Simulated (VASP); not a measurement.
Wanted: the native input for a VASP 6.6.1 run.

| Item | Value |
| --- | --- |
| Task | single point |
| Functional | PBEsol |
| Potentials or basis | VASP PAW PBE potentials, release 64 (Ca_sv) |
| Cutoff | 900 eV |
| k mesh | 14 × 14 × 14 |
| Occupations | gaussian, width 0.1 eV |
| Spin | no spin polarisation |
| Further INCAR settings | ALGO = Normal; EDIFF = 1e-07 |

The structure of Ca lies in POSCAR:

```
Ca
1.0
    0.0000000000      2.7290300000      2.7290300000
    2.7290300000      0.0000000000      2.7290300000
    2.7290300000      2.7290300000      0.0000000000
Ca
1
Direct
    1.0000000000      0.0000000000      0.0000000000
```

One way to write it, as run:

INCAR

```
SYSTEM = Ca
PREC     = Accurate       ! precision mode
ENCUT    = 900            ! plane-wave cutoff, eV
EDIFF    = 1E-7           ! SCF threshold, eV
ISMEAR   = 0              ! smearing method
SIGMA    = 0.1            ! smearing width, eV
LREAL    = .FALSE.        ! projectors in reciprocal space
LASPH    = .TRUE.         ! aspherical terms in the spheres
NELM     = 100            ! most SCF steps
ALGO     = Normal         ! electronic algorithm
ISIF     = 2              ! what is computed and relaxed
LWAVE    = .FALSE.        ! write WAVECAR
LCHARG   = .TRUE.         ! write CHGCAR
GGA      = PS             ! functional
LELF     = .TRUE.         ! ELF
LVHAR    = .TRUE.
```

KPOINTS

```
Automatic mesh
0
G
  14 14 14
  0 0 0
```

Potentials or basis: VASP PAW PBE potentials, release 64 (Ca_sv).

The run is started by

```bash
$ cat potpaw_PBE.64/Ca_sv/POTCAR > POTCAR
$ mpirun -np 1 vasp_std > vasp.out
```

It gave:

* Pressure: 0.0 GPa
* Band gap on the k mesh: none (metal or under the smearing width)

Caveat: the PAW data sets were made with another functional, which shifts forces and pressure a little.

Wall time 89 s on 1 thread of Intel(R) Xeon(R) Platinum 8375C CPU @ 2.90GHz (Ice Lake), on a shared host, peak memory 0.3 GiB.
